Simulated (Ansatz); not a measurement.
AlN (P6_3mc), an elastic constant from a strain scan

Method: DFT PBE, scalar-relativistic, plane waves, PAW (Ansatz 0.2.0). The runs took a 420 eV cutoff, a Γ-centred 12×12×6 mesh and Gaussian smearing (0.05 eV). No spin polarisation. Energies are free energies at this smearing, counted from the undisturbed cell; pressure is positive in compression.

The undisturbed cell (relaxed at this level):

```
CELL_PARAMETERS angstrom
3.13024 0.00000 0.00000
-1.56512 2.71087 0.00000
0.00000 0.00000 5.01798
ATOMIC_POSITIONS crystal
Al 0.33333 0.66667 0.00173
Al 0.66667 0.33333 0.50173
N 0.33333 0.66667 0.38327
N 0.66667 0.33333 0.88327
```

The cell is strained by ε times the Voigt pattern (1, -1, 0, 0, 0, 0) (xx, yy, zz, yz, xz, xy; engineering shear) with fractional coordinates fixed. The cell holds 4 atoms in V0 = 42.58 Å³. The stress column is τ = (1/V0) dE/dε, got from the stress tensor σ (compression positive) at each point as −det(1 + εP) σ : P(1 + εP)⁻¹, with P the pattern as a tensor.

```csv
ε,ΔE (meV/atom),τ (GPa)
-0.0450,46.133,-31.108
-0.0300,20.420,-20.557
-0.0150,5.093,-10.211
0.0000,0.000,0.000
0.0150,5.065,10.144
0.0300,20.227,20.285
0.0450,45.524,30.487
0.0525,62.001,35.631
0.0600,?,?
```

Task: Which combination of elastic constants does this scan measure, and how large is it?

Result: For small ε, τ = τ0 + Kε with K = pᵀCp, which for this pattern is C11 + C22 − 2 C12 in the Cartesian frame shown. The parabola through τ at ε = -0.0150, 0 and 0.0150 has slope K = 679 GPa at zero. The energies per cell, E = NΔE, of the same two points give K = 2[E(ε₊)/ε₊ − E(ε₋)/ε₋]/[(ε₊ − ε₋)V0] = 679 GPa, in agreement. These are clamped-ion values.

Task: Predict the withheld row at ε = 0.0600 from the harmonic law, and compare.

Result: ΔE = V0(τ0 ε + Kε²/2)/N = 81.149 meV/atom and τ = 40.71 GPa. The calculation gives 81.049 meV/atom and 40.82 GPa, a miss of 0.1 % of the harmonic energy, so the harmonic law still holds here.

Forces appear on the atoms along this scan, and letting them relax would lower the energy and soften the response.

Cost: 10 runs of about 1.5 core-minutes in all, on Arm Neoverse V1 (shared hosts).